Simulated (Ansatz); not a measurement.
# TaN under changes of volume

One of the cells (10.199 Å³/atom); the others are scaled copies at fixed shape and fractional positions:

```
Ta N
1.0
     2.73231    0.00000    0.00000
     0.00000    2.73231    0.00000
     0.00000    0.00000    2.73231
Ta N
1 1
Direct
  0.00000 0.00000 0.00000
  0.50000 0.50000 0.50000
```

The cell comes from a database or a generator and needn't be the stable form of this composition.

```yaml
Program: Ansatz 0.2.0
Functional: PBE
Potentials_or_basis: Ansatz PAW
Cutoff: "420 eV (not typed: the program's choice for these potentials)"
k_mesh: 10 × 10 × 10
Occupations: fermi-dirac, width 0.05 eV
Spin: no spin polarisation
```

| volume (Å³/atom) | energy over the lowest point (meV/atom) | pressure (GPa) |
| --- | --- | --- |
| 9.587 | ? | ? |
| 9.791 | 37.42 | 21.2 |
| 9.995 | 15.60 | 13.2 |
| 10.199 | 3.45 | 6.0 |
| 10.403 | 0.00 | -0.5 |
| 10.607 | 4.35 | -6.3 |
| 10.811 | 15.74 | -11.5 |

Problem. What does the run at 9.587 Å³/atom give?

Solution. Energy over the lowest point 70.01 meV/atom; pressure 30.1 GPa.

Worked out: A Birch-Murnaghan fit of order 3 (a polynomial in V^(-2/3)) to the other rows has its minimum at 10.39 Å³/atom with B0 = V·E''(V) = 315 GPa and B' = 4.4. It gives 70.01 meV/atom at 9.587 Å³/atom, against the run's 70.01, and -dE/dV = 30.1 GPa, against 30.1.

Energies are extrapolated to zero smearing.
